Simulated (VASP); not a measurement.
# NaH (Fm-3m) in VASP: notebook

Runs on NaH. Level: LDA. Tasks: single point, relaxation of cell and atoms.

All numbers are computed with VASP 6.6.1; they aren't measurements. Logs are shortened: lines on timing, memory, paths and dates and some standing lists are left out, and cuts for length are marked.

### 1 Starting point

The structure is cubic, space group Fm-3m (No. 225). The conventional cell has a = 4.880 Å, b = 4.880 Å, c = 4.880 Å, α = 90.00°, β = 90.00°, γ = 90.00°. Na (site symmetry m-3m) has 6 H at 2.44 Å as nearest neighbours. H (site symmetry m-3m) has 6 Na at 2.44 Å as nearest neighbours.

### 2 Single point, LDA

Input file INCAR:

```
PREC = Accurate
ENCUT = 520
EDIFF = 1E-6
ISMEAR = 0
SIGMA = 0.1
LREAL = F
LASPH = T
NELM = 100
ALGO = Fast
ISIF = 2
LWAVE = F
LCHARG = T
LELF = T
LVHAR = T
NBANDS = 11
```

Input file KPOINTS:

```
Automatic mesh
0
Gamma
  6 6 6
```

Input file POSCAR:

```
NaH
1.0
    0.0000000000      2.4400000000      2.4400000000
    2.4400000000      0.0000000000      2.4400000000
    2.4400000000      2.4400000000      0.0000000000
Na H
1 1
Direct
    0.0000000000      0.0000000000      0.0000000000
    0.5000000000      0.5000000000      0.5000000000
```

Potentials or basis: VASP PAW LDA potentials, release 64 (Na_pv, H).

Run with:

```console
$ cat potpaw_LDA.64/Na_pv/POTCAR potpaw_LDA.64/H/POTCAR > POTCAR
$ mpirun -np 1 vasp_std > vasp.out
```

OUTCAR:

```text
PREC = Accurate
   ENCUT = 520
   EDIFF = 1E-6
   ISMEAR = 0
   LREAL = F
   LASPH = T
   NELM = 100
   ISIF = 2

 ion  position               nearest neighbor table
   1  0.000  0.000  0.000-
   2  0.500  0.500  0.500-

  LATTYP: Found a face centered cubic cell.
 ALAT       =     4.8800000000

  Lattice vectors:

 A1 = (   0.0000000000,   2.4400000000,   2.4400000000)
 A2 = (   2.4400000000,   0.0000000000,   2.4400000000)
 A3 = (   2.4400000000,   2.4400000000,   0.0000000000)

Analysis of symmetry for initial positions (statically):
=====================================================================
 Subroutine PRICEL returns:
 Original cell was already a primitive cell.

 Routine SETGRP: Setting up the symmetry group for a
 face centered cubic supercell.

 Subroutine GETGRP returns: Found 48 space group operations
 (whereof 48 operations were pure point group operations)
 out of a pool of 48 trial point group operations.

The static configuration has the point symmetry O_h .

Analysis of symmetry for dynamics (positions and initial velocities):
=====================================================================
 Subroutine PRICEL returns:
 Original cell was already a primitive cell.

 Routine SETGRP: Setting up the symmetry group for a
 face centered cubic supercell.

 Subroutine GETGRP returns: Found 48 space group operations
 (whereof 48 operations were pure point group operations)
 out of a pool of 48 trial point group operations.

The dynamic configuration has the point symmetry O_h .

 Subroutine INISYM returns: Found 48 space group operations
 (whereof 48 operations are pure point group operations),
 and found     1 'primitive' translations

----------------------------------------------------------------------------------------

                                     Primitive cell

  volume of cell :      29.0536

  direct lattice vectors                    reciprocal lattice vectors
     0.000000000  2.440000000  2.440000000    -0.204918033  0.204918033  0.204918033
     2.440000000  0.000000000  2.440000000     0.204918033 -0.204918033  0.204918033
     2.440000000  2.440000000  0.000000000     0.204918033  0.204918033 -0.204918033

  length of vectors
     3.450681092  3.450681092  3.450681092     0.354928444  0.354928444  0.354928444

  position of ions in fractional coordinates (direct lattice)
     0.000000000  0.000000000  0.000000000
     0.500000000  0.500000000  0.500000000

  ion indices of the primitive-cell ions
   primitive index   ion index
                 1           1
                 2           2

----------------------------------------------------------------------------------------

 KPOINTS: Automatic mesh

Automatic generation of k-mesh.
 Grid dimensions read from file:
 generate k-points for:    6    6    6

 Generating k-lattice:

  Cartesian coordinates                     Fractional coordinates (reciprocal lattice)
    -0.034153005  0.034153005  0.034153005     0.166666667  0.000000000  0.000000000
     0.034153005 -0.034153005  0.034153005     0.000000000  0.166666667  0.000000000
     0.034153005  0.034153005 -0.034153005     0.000000000  0.000000000  0.166666667

  Length of vectors
     0.059154741  0.059154741  0.059154741

  Shift w.r.t. Gamma in fractional coordinates (k-lattice)
     0.000000000  0.000000000  0.000000000

 Subroutine IBZKPT returns following result:
 ===========================================

 Found     16 irreducible k-points:

 Following reciprocal coordinates:
            Coordinates               Weight
  0.000000  0.000000  0.000000      1.000000
  0.166667  0.000000  0.000000      8.000000
  0.333333  0.000000  0.000000      8.000000
  0.500000  0.000000  0.000000      4.000000
  0.166667  0.166667  0.000000      6.000000
  0.333333  0.166667  0.000000     24.000000
[... 8 lines left out ...]
 -0.333333  0.333333  0.166667     24.000000
 -0.333333  0.500000  0.166667     12.000000
   k-points           NKPTS =     16   k-points in BZ     NKDIM =     16   number of bands    NBANDS=     11
   number of dos      NEDOS =    301   number of ions     NIONS =      2
   total plane-waves  NPLWV =  21952
   dimension x,y,z NGX =    28 NGY =   28 NGZ =   28
   dimension x,y,z NGXF=    56 NGYF=   56 NGZF=   56
   ions per type =               1   1
   NGX,Y,Z   is equivalent  to a cutoff of  13.49, 13.49, 13.49 a.u.
   NGXF,Y,Z  is equivalent  to a cutoff of  26.98, 26.98, 26.98 a.u.
 SYSTEM =  unknown system
   PREC   = accura    normal or accurate (medium, high low for compatibility)
   ISTART =      0    job   : 0-new  1-cont  2-samecut
   ICHARG =      2    charge: 1-file 2-atom 10-const
   ISPIN  =      1    spin polarized calculation?
   LNONCOLLINEAR =      F non collinear calculations
   LSORBIT =      F    spin-orbit coupling
   LASPH  =      T    aspherical Exc in radial PAW
   ENCUT  =  520.0 eV  38.22 Ry    6.18 a.u.   6.42  6.42  6.42*2*pi/ulx,y,z
[... 30 lines left out ...]
 maximum number of plane-waves:       797
 NGX is ok and might be reduce to    28
   NGX = 13   NGY = 13   NGZ = 13

 number of electron       7.9999996 magnetization

 Free energy of the ion-electron system (eV)
  ---------------------------------------------------
  ext. energy  EPLUGINS =         0.00000000
  ---------------------------------------------------
  free energy    TOTEN  =        -5.37966710 eV

  energy without entropy =       -5.37966710  energy(sigma->0) =       -5.37966710

 E-fermi :  -0.8088     XC(G=0):  -8.1303

 val. band max:       -1.3549294088   @ k =  -0.3333   0.5000   0.1667
 cond. band min:       2.0564536604   @ k =   0.5000   0.0000   0.0000
 fundamental gap:      3.4113830692
 Fermi energy:        -0.8087733252

 k-point     1 :       0.0000    0.0000    0.0000
  band No.  band energies     occupation
      1     -23.5308      2.00000
      2     -23.5308      2.00000
      3     -23.5308      2.00000
      4      -5.0120      2.00000
      5       8.8228      0.00000
      6      13.6707      0.00000
      7      13.6707      0.00000
      8      13.6707      0.00000
      9      14.5798      0.00000
     10      14.5798      0.00000
     11      14.5798      0.00000

 k-point     2 :       0.1667    0.0000    0.0000
  band No.  band energies     occupation
      1     -23.5532      2.00000
      2     -23.5336      2.00000
      3     -23.5336      2.00000
      4      -4.5410      2.00000
      5       7.2362      0.00000
      6      10.5430      0.00000
      7      12.6187      0.00000
      8      12.6187      0.00000
      9      15.7910      0.00000
     10      15.7910      0.00000
     11      16.1004      0.00000

 k-point     3 :       0.3333    0.0000    0.0000
  band No.  band energies     occupation
      1     -23.5974      2.00000
      2     -23.5389      2.00000
      3     -23.5389      2.00000
      4      -3.2711      2.00000
      5       3.9198      0.00000
      6       9.3599      0.00000
      7      11.8337      0.00000
      8      11.8337      0.00000
      9      14.8482      0.00000
     10      14.8482      0.00000
     11      17.0233      0.00000

 k-point     4 :       0.5000    0.0000    0.0000
  band No.  band energies     occupation
      1     -23.6192      2.00000
      2     -23.5416      2.00000
      3     -23.5416      2.00000
      4      -2.2056      2.00000
      5       2.0565      0.00000
      6       9.0755      0.00000
      7      11.5861      0.00000
      8      11.5861      0.00000
      9      14.3039      0.00000
     10      14.3039      0.00000
     11      16.8213      0.00000
[... 127 lines left out ...]
 k-point    14 :       0.5000    0.3333    0.1667
  band No.  band energies     occupation
      1     -23.5952      2.00000
      2     -23.5645      2.00000
      3     -23.5491      2.00000
      4      -2.3489      2.00000
      5       4.1259      0.00000
      6       6.0079      0.00000
      7       8.8070      0.00000
      8      13.4867      0.00000
      9      13.6946      0.00000
     10      15.9267      0.00000
     11      19.6693      0.00000

 k-point    15 :      -0.3333    0.3333    0.1667
  band No.  band energies     occupation
      1     -23.5974      2.00000
      2     -23.5746      2.00000
      3     -23.5540      2.00000
      4      -1.5839      2.00000
      5       3.3804      0.00000
      6       5.1676      0.00000
      7       7.9778      0.00000
      8      13.5210      0.00000
      9      14.7337      0.00000
     10      17.0924      0.00000
     11      18.9081      0.00000

 k-point    16 :      -0.3333    0.5000    0.1667
  band No.  band energies     occupation
      1     -23.5977      2.00000
      2     -23.5733      2.00000
      3     -23.5624      2.00000
      4      -1.3549      2.00000
      5       3.5443      0.00000
      6       5.3868      0.00000
      7       6.8600      0.00000
      8      13.0738      0.00000
      9      13.1034      0.00000
     10      18.7190      0.00000
     11      18.9324      0.00000

------------------------ aborting loop because EDIFF is reached ----------------------------------------

  FORCE on cell =-STRESS in cart. coord.  units (eV):
  Direction    XX          YY          ZZ          XY          YZ          ZX
  --------------------------------------------------------------------------------------
  -------------------------------------------------------------------------------------
  Total       -0.4894305     -0.4894305     -0.4894305      0.0000000      0.0000000      0.0000000
  in kB      -26.9899563    -26.9899563    -26.9899563      0.0000000      0.0000000      0.0000000
  external PRESSURE =     -26.9899563 kB  Pullay stress =       0.0000000 kB

 VOLUME and BASIS-vectors are now :
 -----------------------------------------------------------------------------
  energy-cutoff  :      520.00
  volume of cell :       29.05
      direct lattice vectors                 reciprocal lattice vectors
     0.000000000  2.440000000  2.440000000    -0.204918033  0.204918033  0.204918033
     2.440000000  0.000000000  2.440000000     0.204918033 -0.204918033  0.204918033
     2.440000000  2.440000000  0.000000000     0.204918033  0.204918033 -0.204918033

 POSITION                                       TOTAL-FORCE (eV/Angst)
 -----------------------------------------------------------------------------------
      0.00000      0.00000      0.00000        -0.000000     -0.000000     -0.000000
      2.44000      2.44000      2.44000         0.000000      0.000000      0.000000
 -----------------------------------------------------------------------------------
    total drift:                               -0.000000     -0.000000     -0.000000

  FREE ENERGIE OF THE ION-ELECTRON SYSTEM (eV)
  ---------------------------------------------------
  free  energy   TOTEN  =        -5.3796671046 eV

  energy  without entropy=       -5.3796671046  energy(sigma->0) =       -5.37966710
```

Run time: 6.2 s. Hardware: 1 thread of Intel Xeon Platinum 8488C (Sapphire Rapids), shared host; peak memory 0.13 GiB.

Results:

```yaml
Free_energy: -5.3797 eV
Pressure: -2.7 GPa
Band_gap_on_the_k_mesh: 3.41 eV, indirect (least direct gap 4.26 eV)
```

A k mesh can miss the band edges.

### 3 Single point, LDA

This run uses another cell than the first one, of 12.90 Å³/atom, 0.888 times its volume.

Input file INCAR:

```
SYSTEM = NaH
ALGO = Normal
EDIFF = 1E-6
ENCUT = 520
GGA = CA
ISIF = 2
ISMEAR = 0
LASPH = .TRUE.
LCHARG = .FALSE.
LREAL = .FALSE.
LWAVE = .FALSE.
NBANDS = 11
NELM = 100
PREC = Accurate
SIGMA = 0.02
```

Input file KPOINTS:

```
k-points
0
G
  8 8 8
  0 0 0
```

Input file POSCAR:

```
NaH
1.0
    0.0000000000      2.3455508844      2.3455508844
    2.3455508844      0.0000000000      2.3455508844
    2.3455508844      2.3455508844      0.0000000000
Na H
1 1
Direct
    0.0000000000      0.0000000000      0.0000000000
    0.5000000000      0.5000000000      0.5000000000
```

Potentials or basis: VASP PAW LDA potentials, release 64 (Na_pv, H).

Run with:

```console
$ cat potpaw_LDA.64/Na_pv/POTCAR potpaw_LDA.64/H/POTCAR > POTCAR
$ mpirun -np 1 vasp_std > vasp.out
```

Wall time 4 s (1 thread of Intel Xeon 6975P-C (Granite Rapids), shared host); peak memory 0.13 GiB.

The run converged. Its results:

```
Free energy            : -5.4084 eV
Pressure               : -0.1 GPa
Band gap on the k mesh : 3.54 eV, indirect (least direct gap 4.50 eV)
```

Levels at points of the mesh, in eV from the valence-band top:
| k point | band 1 | band 2 | band 3 | band 4 | band 5 | band 6 | band 7 | band 8 | band 9 |
| --- | --- | --- | --- | --- | --- | --- | --- | --- | --- |
| (0.00, 0.00, 0.00) | -22.03 | -22.03 | -22.03 | -4.05 | 11.20 | 15.84 | 15.84 | 15.84 | 17.07 |
| (0.50, 0.00, 0.00) | -22.16 | -22.05 | -22.05 | -0.96 | 3.54 | 11.20 | 13.62 | 13.62 | 16.88 |
| (0.50, 0.50, 0.00) | -22.15 | -22.07 | -22.07 | -0.22 | 4.47 | 9.98 | 10.88 | 10.88 | 12.35 |

A k mesh can miss the band edges.

### 4 Relaxation of cell and atoms, LDA

Input file INCAR:

```
SYSTEM = NaH
PREC     = Accurate       ! precision mode
ENCUT    = 600            ! plane-wave cutoff, eV
EDIFF    = 1E-7           ! SCF threshold, eV
ISMEAR   = 0              ! smearing method
SIGMA    = 0.02           ! smearing width, eV
LREAL    = .False.        ! projectors in reciprocal space
LASPH    = .True.         ! aspherical terms in the spheres
NELM     = 60             ! most SCF steps
ALGO     = Normal         ! electronic algorithm
ISIF     = 3              ! what is computed and relaxed
LWAVE    = .False.        ! write WAVECAR
LCHARG   = .False.        ! write CHGCAR
GGA      = CA             ! functional
IBRION   = 2              ! ionic algorithm
NSW      = 100            ! ionic steps
EDIFFG   = -0.005         ! ionic threshold
```

Input file KPOINTS:

```
regular mesh
0
Gamma
  8 8 8
  0 0 0
```

Input file POSCAR:

```
NaH
1.0
    0.0000000000      2.4400000000      2.4400000000
    2.4400000000      0.0000000000      2.4400000000
    2.4400000000      2.4400000000      0.0000000000
Na H
1 1
Direct
    0.0000000000      0.0000000000      0.0000000000
    0.5000000000      0.5000000000      0.5000000000
```

Run with:

```console
$ cat potpaw_LDA.64/Na_pv/POTCAR potpaw_LDA.64/H/POTCAR > POTCAR
$ mpirun -np 1 vasp_std > vasp.out
```

It took 9.9 s on 1 thread of Intel Xeon 6975P-C (Granite Rapids), shared host; peak memory 0.13 GiB.

The run converged. Its results:

| Property | Result |
| --- | --- |
| Free energy | -5.4093 eV |
| Relaxed volume | 12.90 Å³/atom |
| Relaxed cell | a = 3.316 Å, b = 3.316 Å, c = 3.316 Å, α = 60.00°, β = 60.00°, γ = 60.00° |
| Space group after relaxing (to 0.05 Å) | Fm-3m (No. 225) |
| Energy gained by relaxing | 14.7 meV/atom |
| Ionic steps | 5 |
| Pressure after relaxing | 0.0 GPa |
| Band gap on the k mesh | 3.55 eV, indirect (least direct gap 4.50 eV) |

The path:
```
step  energy change (eV)  largest force (eV/Å)  pressure (GPa)  volume (Å³)
   1              0.0000                0.0000           -2.62        29.05
   2             -0.0143                0.0000           -1.98        28.07
   3             -0.0285                0.0000           -0.53        26.30
   4             -0.0294                0.0000            0.07        25.73
   5             -0.0294                0.0000           -0.01        25.79
```

Final structure:
```
CELL_PARAMETERS angstrom
0.00000 2.34500 2.34500
2.34500 0.00000 2.34500
2.34500 2.34500 0.00000
ATOMIC_POSITIONS crystal
Na 0.00000 0.00000 0.00000
H 0.50000 0.50000 0.50000
```

Levels at points of the mesh, in eV from the valence-band top:
| k point | band 2 | band 3 | band 4 | band 5 | band 6 | band 7 |
| --- | --- | --- | --- | --- | --- | --- |
| (0.00, 0.00, 0.00) | -22.03 | -22.03 | -4.05 | 11.20 | 15.85 | 15.85 |
| (0.50, 0.00, 0.00) | -22.04 | -22.04 | -0.96 | 3.55 | 11.21 | 13.62 |
| (0.50, 0.50, 0.00) | -22.07 | -22.07 | -0.22 | 4.47 | 9.99 | 10.88 |

Caveat: the volume moved by -11 % from the deposited cell, more than functionals usually miss. Zero-point motion and thermal expansion aren't in these numbers.

### 5 Single point, LDA

This run uses another cell than the first one, of 12.90 Å³/atom, 0.888 times its volume.

Input file INCAR:

```
SYSTEM = NaH
PREC = Accurate
ENCUT = 520
EDIFF = 1E-7
ISMEAR = 0
SIGMA = 0.02
LREAL = .False.
LASPH = .True.
NELM = 60
ALGO = Normal
ISIF = 2
LWAVE = .False.
LCHARG = .False.
NBANDS = 11
```

KPOINTS is that of step 4.

Input file POSCAR:

```
NaH
1.0
    0.0000000000      2.3455508844      2.3455508844
    2.3455508844      0.0000000000      2.3455508844
    2.3455508844      2.3455508844      0.0000000000
Na H
1 1
Direct
    0.0000000000      0.0000000000      0.0000000000
    0.5000000000      0.5000000000      0.5000000000
```

Run with:

```console
$ cat potpaw_LDA.64/Na_pv/POTCAR potpaw_LDA.64/H/POTCAR > POTCAR
$ mpirun -np 1 vasp_std > vasp.out
```

It took 4.2 s on 1 thread of Intel Xeon 6975P-C (Granite Rapids), shared host; peak memory 0.13 GiB.

The run converged. Its results:

| Item | Value |
| --- | --- |
| Free energy | -5.4084 eV |
| Pressure | -0.1 GPa |
| Band gap on the k mesh | 3.54 eV, indirect (least direct gap 4.50 eV) |

Levels at points of the mesh, in eV from the valence-band top:
```
           k point  band 2  band 3  band 4  band 5  band 6  band 7
(0.00, 0.00, 0.00)  -22.03  -22.03   -4.05   11.20   15.84   15.84
(0.50, 0.00, 0.00)  -22.05  -22.05   -0.96    3.54   11.20   13.62
(0.50, 0.50, 0.00)  -22.07  -22.07   -0.22    4.47    9.98   10.88
```

A k mesh can miss the band edges.

### 6 Relaxation of cell and atoms, LDA

This run uses another cell than the first one, of 12.90 Å³/atom, 0.888 times its volume.

Input file INCAR:

```
SYSTEM = NaH
ALGO = Normal
EDIFF = 1E-6
EDIFFG = -0.005
ENCUT = 600
GGA = CA
IBRION = 2
ISIF = 3
ISMEAR = 0
LASPH = .TRUE.
LCHARG = .FALSE.
LREAL = .FALSE.
LWAVE = .FALSE.
NELM = 60
NSW = 100
PREC = Accurate
SIGMA = 0.02
```

Input file KPOINTS:

```
k-points
0
G
  8 8 8
  0 0 0
```

POSCAR is that of step 5.

Potentials or basis: VASP PAW LDA potentials, release 64 (Na_pv, H).

Run with:

```console
$ cat potpaw_LDA.64/Na_pv/POTCAR potpaw_LDA.64/H/POTCAR > POTCAR
$ mpirun -np 1 vasp_std > vasp.out
```

Run time: 3.1 s. Hardware: 1 thread of Intel Xeon 6975P-C (Granite Rapids), shared host; peak memory 0.13 GiB.

It converged, with:

```yaml
Free_energy: -5.4087 eV
Pressure_after_relaxing: 0.0 GPa
Band_gap_on_the_k_mesh: 3.55 eV, indirect (least direct gap 4.50 eV)
```

Final structure:
```
Na H
1.0
     0.00000    2.34555    2.34555
     2.34555    0.00000    2.34555
     2.34555    2.34555    0.00000
Na H
1 1
Direct
  0.00000 0.00000 0.00000
  0.50000 0.50000 0.50000
```

Levels at points of the mesh, in eV from the valence-band top:
```tsv
k point	band 2	band 3	band 4	band 5	band 6	band 7
(0.00, 0.00, 0.00)	-22.03	-22.03	-4.05	11.20	15.84	15.84
(0.50, 0.00, 0.00)	-22.05	-22.05	-0.96	3.55	11.20	13.62
(0.50, 0.50, 0.00)	-22.07	-22.07	-0.22	4.47	9.98	10.88
```

Caveat: the relaxation stopped at its first step, so nothing moved.

### 7 Summary

```tsv
task	cell	k mesh	cutoff (eV)	smearing	gap on the mesh (eV)	pressure (GPa)
single point	Fm-3m, 14.53 Å³/atom	6 × 6 × 6	520	gaussian 0.1 eV	3.41	-2.7
single point	Fm-3m, 12.9 Å³/atom	8 × 8 × 8	520	gaussian 0.02 eV	3.54	-0.1
relaxation of cell and atoms	relaxed	8 × 8 × 8	600	gaussian 0.02 eV	3.55	0.0
```

Alike in all rows: level LDA; potentials or basis VASP PAW LDA potentials, release 64 (Na_pv, H); no spin polarisation.

Caveats: the relaxation stopped at its first step, so nothing moved (some runs).

Total energies depend on the potentials used, so only differences within one code and one set of settings carry meaning.
